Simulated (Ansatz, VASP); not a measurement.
**Two plane-wave programs on AlN**

```xyz
4
Lattice="3.1987 0.0000 0.0000 -1.5993 2.7701 0.0000 0.0000 0.0000 4.7088" Properties=species:S:1:pos:R:3 pbc="T T T"
Al    0.0000    1.8468    0.0000
Al    1.5993    0.9234    2.3544
N     0.0000    1.8468    1.8129
N     1.5993    0.9234    4.1673
```

Alike in both runs: task single point; functional r2SCAN; k mesh 12 × 12 × 6; occupations gaussian, width 0.05 eV; no spin polarisation.

|  | VASP | Ansatz |
| --- | --- | --- |
| version | VASP 6.6.1 | Ansatz 0.2.0 |
| potentials or method | VASP PAW PBE potentials, release 64 (Al, N) | scalar-relativistic, plane waves, PAW |
| plane-wave cutoff (eV) | 520 | 500 |
| valence electrons in the cell | 16 | 16 |

Ansatz gave:

```
gap on the k mesh at the Fermi level (eV)       : 4.55
least direct gap on the mesh (eV)               : 4.55
pressure (GPa)                                  : -0.1
largest component of the traceless stress (GPa) : 21.99
rms of the force components (eV/Å)              : 0.622
```

Task: Which values does VASP return?

Result: gap on the k mesh at the Fermi level (eV): 4.58; least direct gap on the mesh (eV): 4.58; pressure (GPa): -0.5; largest component of the traceless stress (GPa): 22.30; rms of the force components (eV/Å): 0.634.

Atom by atom the forces differ by 0.012 eV/Å (rms over components). The functional is the same, so the differences come from potentials, cutoffs and numerics.

Caveats: the PAW data sets were made with another functional, which shifts forces and pressure a little (VASP). A k mesh can miss the band edges. r2SCAN opens gaps a little over a GGA but as a rule still falls short of measured ones.
